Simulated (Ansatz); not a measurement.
# ZnCu under strains and displacements

Theory: Ansatz, DFT PBE, scalar-relativistic, plane waves, PAW.

Cutoff 420 eV; k points 14×14×14 on the computed 2-atom cell (Γ-centred); Gaussian smearing, width 0.10 eV; no spin polarisation.

Reference cell:

```xyz
2
Lattice="2.9450 0.0000 0.0000 0.0000 2.9450 0.0000 0.0000 0.0000 2.9450" Properties=species:S:1:pos:R:3 pbc="T T T"
Zn    1.4725    1.4725    1.4725
Cu    0.0000    0.0000    0.0000
```

Each variant moves atoms of this cell by the vectors given, if any (Å), and then applies a symmetric strain (tensor components, Cartesian axes). The reference cell isn't relaxed at this level. Energies are per atom at zero smearing, counted from the lowest variant. Pressure is positive in compression.

1. strain (xx yy zz yz xz xy, %) -3.42 -3.42 -3.42 0.00 0.00 0.00
2. strain (xx yy zz yz xz xy, %) 0.01 0.01 0.01 0.00 0.00 0.00
3. strain (xx yy zz yz xz xy, %) 3.39 3.39 3.39 0.00 0.00 0.00
4. strain (xx yy zz yz xz xy, %) -0.62 -0.62 -0.62 0.00 0.00 0.00

```csv
result,ΔE (meV/atom),P (GPa)
A,27.1,-7.64
B,5.1,4.70
C,0.0,2.21
D,78.7,19.28
```

Which variant gave which result?

A is 3, B is 4, C is 2, D is 1. The pressure falls as the cell grows: from the smallest volume to the largest the variants are 1, 4, 2, 3.